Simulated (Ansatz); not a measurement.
**Nuclear-site quantities of Ca as the cell is scaled**

```
CELL_PARAMETERS angstrom
3.98000 0.00000 0.00000
-1.99000 3.44678 0.00000
0.00000 0.00000 6.52000
ATOMIC_POSITIONS crystal
Ca 0.33333 0.66667 0.25000
Ca 0.66667 0.33333 0.75000
```

Atoms are numbered in the order listed.

The structure is an experimental refinement, used without relaxation. It was measured hot, at 723 K.

Level of theory: Ansatz 0.2.0, DFT, PBE, all-electron PAW with datasets made for the crystal, scalar-relativistic.

The runs use a Γ-centred 11×11×6 k mesh, Fermi–Dirac smearing of 0.08 eV, cutoff 200 eV (chosen by the program for this cell), no spin polarisation.

The contact density is the mean electron density over the nuclear volume; its changes follow the s electrons' response to bonding and compression. Changes below are taken from the unscaled cell, where it is 41305.1 e/Å³ at Ca1.

```json
{"V/V(cell)": "0.9600", "P (GPa)": "-0.2", "Δρ(0) Ca1 (e/Å³)": "?"}
{"V/V(cell)": "1.0000", "P (GPa)": "-0.8", "Δρ(0) Ca1 (e/Å³)": "0.00"}
{"V/V(cell)": "1.0400", "P (GPa)": "-1.4", "Δρ(0) Ca1 (e/Å³)": "?"}
```

Task: Give the missing entry: row "0.9600", column "Δρ(0) Ca1 (e/Å³)".

Result: 0.19.

Task: Give the missing entry: row "1.0400", column "Δρ(0) Ca1 (e/Å³)".

Result: -0.15.

The datasets are made afresh for each cell, so very small changes are uncertain.
